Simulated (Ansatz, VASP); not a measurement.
## Two plane-wave programs on AlCu

```xyz
2
Lattice="2.9267 0.0000 0.0000 0.0000 2.9267 0.0000 0.0000 0.0000 2.9267" Properties=species:S:1:pos:R:3 pbc="T T T"
Al    0.0000    0.0000    0.0000
Cu    1.4634    1.4634    1.4634
```

Alike in both runs: functional r2SCAN; k mesh 7 × 7 × 7; no spin polarisation.

Ansatz relaxed the structure, and its values are those at the end. VASP's run is a single point on that final structure, the one shown.

|  | VASP | Ansatz |
| --- | --- | --- |
| version | VASP 6.6.1 | Ansatz 0.2.0 |
| potentials or method | VASP PAW PBE potentials, release 64 (Al, Cu) | plane waves, PAW |
| plane-wave cutoff (eV) | 520 | 600 |
| occupations | fermi-dirac, width 0.1 eV | fermi-dirac |
| valence electrons in the cell | 14 | 22 |

Ansatz gave:

```
pressure (GPa) : 5.0
```

Problem. What did VASP give for the same quantities?

Solution. Pressure (GPa): 4.9.

The two sets of potentials don't hold the same shells in valence.

Caveats: the PAW data sets were made with another functional, which shifts forces and pressure a little (VASP).
